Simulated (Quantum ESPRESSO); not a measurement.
Here is a Quantum ESPRESSO 7.5 calculation.

The input pw.in:

```
&CONTROL
  calculation = 'scf'
  prefix = 'pwscf'
  outdir = './tmp'
  pseudo_dir = './pseudo'
  tprnfor = .true.
  tstress = .true.
  disk_io = 'low'
/
&SYSTEM
  ibrav = 0
  nat = 6
  ntyp = 2
  ecutwfc = 70
  nbnd = 36
  occupations = 'smearing'
  smearing = 'fd'
  degauss = 0.00367493
/
&ELECTRONS
  conv_thr = 1.2d-09
  electron_maxstep = 120
  mixing_beta = 0.5
/
ATOMIC_SPECIES
Mo    95.9500 Mo_ONCV_PBE-1.2.upf
S     32.0600 S_ONCV_PBE-1.2.upf
CELL_PARAMETERS bohr
   5.9885420889    0.0000000000    0.0000000000
  -2.9942710445    5.1862295807    0.0000000000
   0.0000000000    0.0000000000   23.2889847599
ATOMIC_POSITIONS bohr
Mo     2.9942710448    1.7287431934   17.4667385699
Mo    -0.0000000003    3.4574863873    5.8222461900
S      2.9942710448    1.7287431934    8.7799472545
S     -0.0000000003    3.4574863873   20.4244396344
S      2.9942710448    1.7287431934    2.8645451255
S     -0.0000000003    3.4574863873   14.5090375054
K_POINTS automatic
10 10 3 0 0 0
```

The input pp_density.in:

```
&INPUTPP
  prefix = 'pwscf'
  outdir = './tmp'
  filplot = 'density.dat'
  plot_num = 0
/
&PLOT
  nfile = 1
  filepp(1) = 'density.dat'
  iflag = 3
  output_format = 6
  fileout = 'density.cube'
/
```

File pp_potential.in:

```
&INPUTPP
  prefix = 'pwscf'
  outdir = './tmp'
  filplot = 'potential.dat'
  plot_num = 11
/
&PLOT
  nfile = 1
  filepp(1) = 'potential.dat'
  iflag = 3
  output_format = 6
  fileout = 'potential.cube'
/
```

Contents of pp_elf.in:

```
&INPUTPP
  prefix = 'pwscf'
  outdir = './tmp'
  filplot = 'elf.dat'
  plot_num = 8
/
&PLOT
  nfile = 1
  filepp(1) = 'elf.dat'
  iflag = 3
  output_format = 6
  fileout = 'elf.cube'
/
```

Contents of bands.in:

```
&CONTROL
  calculation = 'bands'
  prefix = 'pwscf'
  outdir = './tmp'
  pseudo_dir = './pseudo'
  disk_io = 'low'
  verbosity = 'high'
/
&SYSTEM
  ibrav = 0
  nat = 6
  ntyp = 2
  ecutwfc = 70
  nbnd = 36
  occupations = 'smearing'
  smearing = 'fd'
  degauss = 0.00367493
/
&ELECTRONS
  conv_thr = 1d-08
  electron_maxstep = 120
  mixing_beta = 0.5
  diago_full_acc = .true.
/
ATOMIC_SPECIES
Mo    95.9500 Mo_ONCV_PBE-1.2.upf
S     32.0600 S_ONCV_PBE-1.2.upf
CELL_PARAMETERS bohr
   5.9885420889    0.0000000000    0.0000000000
  -2.9942710445    5.1862295807    0.0000000000
   0.0000000000    0.0000000000   23.2889847599
ATOMIC_POSITIONS bohr
Mo     2.9942710448    1.7287431934   17.4667385699
Mo    -0.0000000003    3.4574863873    5.8222461900
S      2.9942710448    1.7287431934    8.7799472545
S     -0.0000000003    3.4574863873   20.4244396344
S      2.9942710448    1.7287431934    2.8645451255
S     -0.0000000003    3.4574863873   14.5090375054
K_POINTS crystal
60
 0.0000000000  0.0000000000  0.0000000000 1
 0.0555555556  0.0000000000  0.0000000000 1
 0.1111111111  0.0000000000  0.0000000000 1
 0.1666666667  0.0000000000  0.0000000000 1
 0.2222222222  0.0000000000  0.0000000000 1
 0.2777777778  0.0000000000  0.0000000000 1
 0.3333333333  0.0000000000  0.0000000000 1
 0.3888888889  0.0000000000  0.0000000000 1
 0.4444444444  0.0000000000  0.0000000000 1
 0.5000000000  0.0000000000  0.0000000000 1
 0.4666666667  0.0666666667  0.0000000000 1
 0.4333333333  0.1333333333  0.0000000000 1
 0.4000000000  0.2000000000  0.0000000000 1
 0.3666666667  0.2666666667  0.0000000000 1
 0.3333333333  0.3333333333  0.0000000000 1
 0.3030303030  0.3030303030  0.0000000000 1
 0.2727272727  0.2727272727  0.0000000000 1
 0.2424242424  0.2424242424  0.0000000000 1
 0.2121212121  0.2121212121  0.0000000000 1
 0.1818181818  0.1818181818  0.0000000000 1
 0.1515151515  0.1515151515  0.0000000000 1
 0.1212121212  0.1212121212  0.0000000000 1
 0.0909090909  0.0909090909  0.0000000000 1
 0.0606060606  0.0606060606  0.0000000000 1
 0.0303030303  0.0303030303  0.0000000000 1
 0.0000000000  0.0000000000  0.0000000000 1
 0.0000000000  0.0000000000  0.5000000000 1
 0.0500000000  0.0000000000  0.5000000000 1
 0.1000000000  0.0000000000  0.5000000000 1
 0.1500000000  0.0000000000  0.5000000000 1
 0.2000000000  0.0000000000  0.5000000000 1
 0.2500000000  0.0000000000  0.5000000000 1
 0.3000000000  0.0000000000  0.5000000000 1
 0.3500000000  0.0000000000  0.5000000000 1
 0.4000000000  0.0000000000  0.5000000000 1
 0.4500000000  0.0000000000  0.5000000000 1
 0.5000000000  0.0000000000  0.5000000000 1
 0.4666666667  0.0666666667  0.5000000000 1
 0.4333333333  0.1333333333  0.5000000000 1
 0.4000000000  0.2000000000  0.5000000000 1
 0.3666666667  0.2666666667  0.5000000000 1
 0.3333333333  0.3333333333  0.5000000000 1
 0.3076923077  0.3076923077  0.5000000000 1
 0.2820512821  0.2820512821  0.5000000000 1
 0.2564102564  0.2564102564  0.5000000000 1
 0.2307692308  0.2307692308  0.5000000000 1
 0.2051282051  0.2051282051  0.5000000000 1
 0.1794871795  0.1794871795  0.5000000000 1
 0.1538461538  0.1538461538  0.5000000000 1
 0.1282051282  0.1282051282  0.5000000000 1
 0.1025641026  0.1025641026  0.5000000000 1
 0.0769230769  0.0769230769  0.5000000000 1
 0.0512820513  0.0512820513  0.5000000000 1
 0.0256410256  0.0256410256  0.5000000000 1
 0.0000000000  0.0000000000  0.5000000000 1
 0.5000000000  0.0000000000  0.5000000000 1
 0.5000000000  0.0000000000  0.2500000000 1
 0.5000000000  0.0000000000  0.0000000000 1
 0.3333333333  0.3333333333  0.0000000000 1
 0.3333333333  0.3333333333  0.5000000000 1
```

Potentials or basis: SG15 PBE 1.2.

Launch:

```sh
$ OMP_NUM_THREADS=1 mpirun -n 2 pw.x -nk 2 -in pw.in > pw.out
$ OMP_NUM_THREADS=1 mpirun -n 1 pp.x -in pp_density.in > pp_density.out
$ OMP_NUM_THREADS=1 mpirun -n 1 pp.x -in pp_potential.in > pp_potential.out
$ OMP_NUM_THREADS=1 mpirun -n 1 pp.x -in pp_elf.in > pp_elf.out
$ OMP_NUM_THREADS=1 mpirun -n 2 pw.x -nk 2 -in bands.in > bands.out
```

(1) Predict the largest force.

(2) What does it give for the band gap along the path?

Answers

(1) 0.040 eV/Å.

(2) 0.88 eV, indirect (least direct gap 1.66 eV).

**Measured values to compare with.**

From “Multiwavelength excitation Raman Scattering Analysis of bulk and 2 dimensional MoS2: Vibrational properties of atomically thin MoS2 layers”, 2015, arxiv:1506.03228, for a bulk crystal of MoS2 at 300 K: band gap 1.3 eV (indirect).

Against the measured gap of MoS2, 1.3 eV (indirect; 300 K; “Multiwavelength excitation Raman Scattering Analysis of bulk and 2 dimensional MoS2: Vibrational properties of atomically thin MoS2 layers”, 2015, arxiv:1506.03228), the calculated 0.88 eV is off by -0.42 eV. Spin-orbit coupling on Mo is left out. The value is that of PBE, without temperature or zero-point motion. Semilocal functionals fall short of measured gaps as a rule.
